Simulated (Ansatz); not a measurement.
## Band structure of Gd

```yaml
crystal:
  lattice:
    - [-2.02500, 2.02500, 2.02500]
    - [2.02500, -2.02500, 2.02500]
    - [2.02500, 2.02500, -2.02500]
  atoms:
    - { symbol: Gd, position: [0.00000, 0.00000, 0.00000] }
```

Conventional cell: a = 4.050 Å, b = 4.050 Å, c = 4.050 Å, α = 90.00°, β = 90.00°, γ = 90.00°. Around Gd (atom 1) lie 8 Gd at 3.51 Å.

The cell is COD entry 1522526, as deposited and not checked against the literature; nothing was relaxed.

Where the f shell is localised, expect the real compound to differ from this run without U.

The magnetic state is the one reached from the start moments; no search over orders was made, so it needn't be the ground state.

No spin–orbit coupling, which matters for the heavy atoms here.

All numbers below come from Ansatz 0.2.0, DFT, PBE, all-electron LAPW, scalar-relativistic.

Settings: a Γ-centred 14×14×14 k mesh, Fermi–Dirac smearing of 0.08 eV, basis error target 0.5 meV/atom, spin-polarised from start moments Gd 7 μB, ending with a cell moment of 7.61 μB.

Points in fractions of the reciprocal vectors of this cell: Γ (0, 0, 0), H (0.5, -0.5, 0.5), N (0, 0, 0.5), P (0.25, 0.25, 0.25). The path joins them by straight lines in the order Γ–H–N–Γ–P–H–P–N; legs that retrace an earlier one aren't tabulated. Energies are in eV from the Fermi level.

(1) Is there a gap?

(2) List the levels between -20 and 2 eV at the symmetry points.

Answers

(1) none: bands cross the Fermi level, a metal.

(2) 
Γ spin-up: -5.04, -4.73 (×3), -4.60 (×3), -4.57, 1.30 (×3)
Γ spin-down: -19.86 (×3), -4.17, 0.38 (×3), 0.69 (×3), 0.78
H spin-up: -4.76, -4.68 (×3), -4.58 (×3), -1.90 (×2)
H spin-down: -1.12 (×2), 0.44, 0.51 (×3), 0.70 (×3)
N spin-up: -4.72, -4.70, -4.69, -4.63, -4.61 (×2), -4.59, -2.41, -0.30, 1.10
N spin-down: -19.86, -1.51, 0.39, 0.44, 0.52, 0.62, 0.64, 0.67, 0.72, 0.80
P spin-up: -4.70, -4.65 (×3), -4.63 (×3), -0.34 (×3)
P spin-down: 0.47 (×3), 0.51, 0.61 (×3), 0.83 (×3)
